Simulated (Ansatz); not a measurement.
**SiC (rocksalt type): how the settings move a single-point run**

How sensitive is a single-point run of SiC (rocksalt type) to its settings? A reference run comes first, then one run with altered input.

Program: Ansatz 0.2.0. Level of theory: reference: DFT, r2SCAN, all-electron PAW with datasets made for the crystal, scalar-relativistic. These are calculated values, not measurements.

### Step 1. The starting structure

It takes space group Fm-3m (No. 225, cubic). The conventional cell has a = 4.028 Å, b = 4.028 Å, c = 4.028 Å, α = 90.00°, β = 90.00°, γ = 90.00°. Si (site symmetry m-3m) has 6 C at 2.01 Å as nearest neighbours. C (site symmetry m-3m) is surrounded by 6 Si at 2.01 Å.

Structure file:

```xyz
2
Lattice="0.0000 2.0141 2.0141 2.0141 0.0000 2.0141 2.0141 2.0141 0.0000" Properties=species:S:1:pos:R:3 pbc="T T T"
Si    0.0000    0.0000    0.0000
C     2.0141    2.0141    2.0141
```

### Step 2. Reference

File input.yaml:

```yaml
crystal:
  lattice:
    - [0.0, 2.0140760365, 2.0140760365]
    - [2.0140760365, 0.0, 2.0140760365]
    - [2.0140760365, 2.0140760365, 0.0]
  atoms:
    - { symbol: Si, position: [0.0, 0.0, 0.0] }
    - { symbol: C, position: [0.5, 0.5, 0.5] }
kpoints:
  mp_grid: { grid: [17, 17, 17] }
scf:
  occupations: { method: fermi_dirac, width: 0.1 }
hamiltonian:
  xc: r2scan
  pseudopotentials: { kind: all_electron, datasets: crystal }
output:
  forces: true
  stress: true
  eigenvalues: true
```

Started as:

```
$ ansatz run input.yaml --threads 1 --pin off --max-ram 2048MiB --backend cpu --events-out ev --progress --plain --runs-dir out
```

### Step 3. Changed: xc_grid 2

input.yaml, as its differences from that of step 2:

```diff
@@ -19 +19,3 @@
   eigenvalues: true
+basis:
+  xc_grid: 2
```

Before running it: what results should come out? Wanted: for each run, ending; energy change; pressure; gap; force.

The runs gave:

```tsv
run	ending	energy change	pressure (GPa)	gap (eV)	force (eV/Å)	cycles	time
reference	converged	0	0.4	0.00	0.00	8	18 s
1: xc_grid 2	converged	0.0 meV/atom	0.4	0.00	0.00	8	18 s
```

Residual by cycle in the longest SCF loop of each run; runs are numbered as in the table. The quantity is the density residual dr2, in eV.

```tsv
cycle	reference	run 1
1	3.92	3.92
2	0.061	0.061
3	0.0168	0.0168
4	1.2e-4	1.2e-4
5	8.8e-6	8.8e-6
6	3.2e-5	3.2e-5
7	1.3e-7	1.3e-7
8	6.6e-9	6.6e-9
```

Changing the numerical grids leaves the energy as it was (0.0 meV/atom).
